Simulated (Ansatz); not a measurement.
Input, command and steps of an Ansatz relaxation.

```yaml
crystal:
  lattice:
    - [-2.24, 2.24, 2.24]
    - [2.24, -2.24, 2.24]
    - [2.24, 2.24, -2.24]
  atoms:
    - { symbol: Ca, position: [0.0, 0.0, 0.0] }
basis:
  ecutwfc: 420
kpoints:
  mp_grid: { grid: [12, 12, 12] }
hamiltonian:
  xc: pbe
scf:
  occupations: { method: gaussian, width: 0.1 }
output:
  forces: true
  stress: true
  eigenvalues: true
  write_density: true
  write_potential: true
  elf: true
  volumetric_format: npy
relax:
  adjacent_minimum: "off"
  f_tol: 0.02
  max_steps: 70
  cell: { stress_tol: 0.1 }
```

```bash
ansatz run input.yaml --threads 2 --pin off --max-ram 5120MiB --backend cpu --events-out ev --progress --plain --runs-dir out
```

All numbers below come from DFT PBE, scalar-relativistic, plane waves, PAW (Ansatz).

Of 4 frames 4 are shown, positions in Å and forces in eV/Å; the SCF threshold varies from step to step. Steps run on the plane waves of an earlier cell, with a Pulay correction in the pressure. The basis is chosen afresh for the last frame, the zero of the energies, and can be on the way; energy and pressure step there, also at an unchanged geometry.

```xyz
1
Lattice="-2.2400 2.2400 2.2400 2.2400 -2.2400 2.2400 2.2400 2.2400 -2.2400" Properties=species:S:1:pos:R:3:forces:R:3 pbc="T T T" step=1 free_energy_over_end_meV_per_atom=8.90 pressure_GPa=-0.97
Ca    0.0000    0.0000    0.0000    0.0000    0.0000    0.0000
1
Lattice="-2.2215 2.2215 2.2215 2.2215 -2.2215 2.2215 2.2215 2.2215 -2.2215" Properties=species:S:1:pos:R:3:forces:R:3 pbc="T T T" step=2 free_energy_over_end_meV_per_atom=3.34 pressure_GPa=-0.62
Ca    0.0000    0.0000    0.0000    0.0000    0.0000    0.0000
1
Lattice="-2.1904 2.1904 2.1904 2.1904 -2.1904 2.1904 2.1904 2.1904 -2.1904" Properties=species:S:1:pos:R:3:forces:R:3 pbc="T T T" step=3 free_energy_over_end_meV_per_atom=-0.11 pressure_GPa=0.04
Ca    0.0000    0.0000    0.0000    0.0000    0.0000    0.0000
1
Lattice="-2.1904 2.1904 2.1904 2.1904 -2.1904 2.1904 2.1904 2.1904 -2.1904" Properties=species:S:1:pos:R:3:forces:R:3 pbc="T T T" step=4 free_energy_over_end_meV_per_atom=0.00 pressure_GPa=0.04
Ca    0.0000    0.0000    0.0000    0.0000    0.0000    0.0000
```

Time: 4.2 s on 2 threads of Arm Neoverse V1 (shared host), peak memory 0.32 GiB.